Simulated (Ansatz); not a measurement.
The crystal is GaN (P6_3mc).

The database entry behind the starting cell has ideal inner coordinates that were not refined, so it need not match the best structure at ambient conditions.

The structure is hexagonal, space group P6_3mc (No. 186). Conventional cell: a = 3.190 Å, b = 3.190 Å, c = 5.189 Å, α = 90.00°, β = 90.00°, γ = 120.00°. Nearest to Ga lie 4 N at 1.95 Å. N has 4 Ga at 1.95 Å nearest. Farther neighbours and most contacts between anions are not listed.

```yaml
crystal:
  lattice:
    - [3.19000, 0.00000, 0.00000]
    - [-1.59500, 2.76262, 0.00000]
    - [0.00000, 0.00000, 5.18900]
  atoms:
    - { symbol: Ga, position: [0.66667, 0.33333, 0.00000] }
    - { symbol: Ga, position: [0.33333, 0.66667, 0.50000] }
    - { symbol: N, position: [0.66667, 0.33333, 0.37500] }
    - { symbol: N, position: [0.33333, 0.66667, 0.87500] }
```

The cell and positions come from the Crystallography Open Database and are kept as given unless a step says otherwise. PAW set soft_1, made with PBE.

Gaps computed with Ansatz 0.2.0 without a self-energy: LDA 1.90 eV, PBE 1.89 eV, PBE+SOC 1.89 eV, r2SCAN 2.31 eV, HSE06 3.15 eV, PBE0 3.84 eV and DDH-PBE0 3.21 eV. The mean ε∞ by PBE perturbation theory is 5.84.

Question: Estimate the G0W0@PBE gap with 6×6×4 mesh, 293 empty bands, screening to 200 eV, default PAW files.

About 3.05 eV: on its mesh the run moves the gap from 1.89 eV by +1.16 eV. Among the scalar-relativistic levels given, HSE06 is nearest (+0.10 eV). One-shot corrections scale roughly with one over ε∞, here 0.17. Bands and cutoff are finite, so the gap is not at the basis limit. The miss can reach some tenths of an eV and take either sign; the mesh is an error of its own. The many-body steps are scalar-relativistic: spin-orbit coupling is not in them.

[Paths, hosts, dates, memory and timing lines, banners, echoed tables and standing remarks are left out of the program output.]

[Logs are printed without paths, hosts, clocks, repeated set-up lines and the standing remarks that a program may print on its own settings, such as how far it seeks lower states.]

[Runs of the session that timed out or met a known fault of the program may be left out.]

[Cells called generated may have been cut or substituted from an entry of the Crystallography Open Database or the Materials Project.]

[Hosts, paths, dates, database ids (printed as entryN), source tags and the programs' standing remarks are cut or masked in the printed files.]
